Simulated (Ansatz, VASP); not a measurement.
# Two plane-wave programs on Nb

```
CELL_PARAMETERS angstrom
0.00000 2.11500 2.11500
2.11500 0.00000 2.11500
2.11500 2.11500 0.00000
ATOMIC_POSITIONS crystal
Nb 0.00000 0.00000 0.00000
```

This isn't the form of Nb at room conditions, which is bcc.

Alike in both runs: task single point; functional PBE; k mesh 11 × 11 × 11; occupations gaussian, width 0.02 eV; no spin polarisation.

```csv
,VASP,Ansatz
version,VASP 6.6.1,Ansatz 0.2.0
potentials or method,"VASP PAW PBE potentials, release 54 (Nb_sv)",Ansatz PAW
plane-wave cutoff (eV),520,420
valence electrons in the cell,13,13
```

|  | VASP | Ansatz | Ansatz less VASP |
| --- | --- | --- | --- |
| gap on the k mesh at the Fermi level (eV) | none | none | - |
| pressure (GPa) | -2.3 | -1.9 | +0.33 |

A gap of «none» marks a metal or a gap that the smearing closes. The functional is the same, so the differences come from potentials, cutoffs and numerics.
